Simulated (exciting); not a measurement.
Hf: equation of state with PBEsol

Crystal: Hf.

```xyz
3
Lattice="4.9623 0.0000 0.0000 -2.4812 4.2975 0.0000 0.0000 0.0000 3.0862" Properties=species:S:1:pos:R:3 pbc="T T T"
Hf    0.0000    0.0000    0.0000
Hf    0.0000    2.8650    1.5431
Hf    2.4812    1.4325    1.5431
```

This isn't the form of Hf at room conditions, which is hcp.

```yaml
Program: exciting (release sodium)
Task: equation of state
Functional: PBEsol
Potentials_or_basis: all-electron LAPW+lo, shipped species files, valence relativity iora*
rgkmax: 9
k_mesh: 6 × 6 × 9
Occupations: fermi-dirac, width 0.05 eV
Spin: no spin polarisation
```

```json
{
  "Equilibrium volume": "21.40 Å³/atom",
  "Bulk modulus at fixed shape and positions": "114 GPa",
  "Pressure derivative of the bulk modulus": "3.2 (rough: it moves with the points fitted)"
}
```

Energy against volume, from the lowest point:
| volume (Å³/atom) | energy (meV/atom) |
| --- | --- |
| 20.622 | 10.54 |
| 21.061 | 2.01 |
| 21.500 | 0.00 |
| 21.939 | 5.04 |
| 22.377 | 14.99 |
| 22.816 | 30.43 |
| 23.255 | 51.00 |

Caveat: the cell was scaled at fixed shape and fractional positions, which overstates the stiffness of a crystal with free parameters, most of all of layers and chains. Spin-orbit coupling is left out, which matters for the levels of Hf.
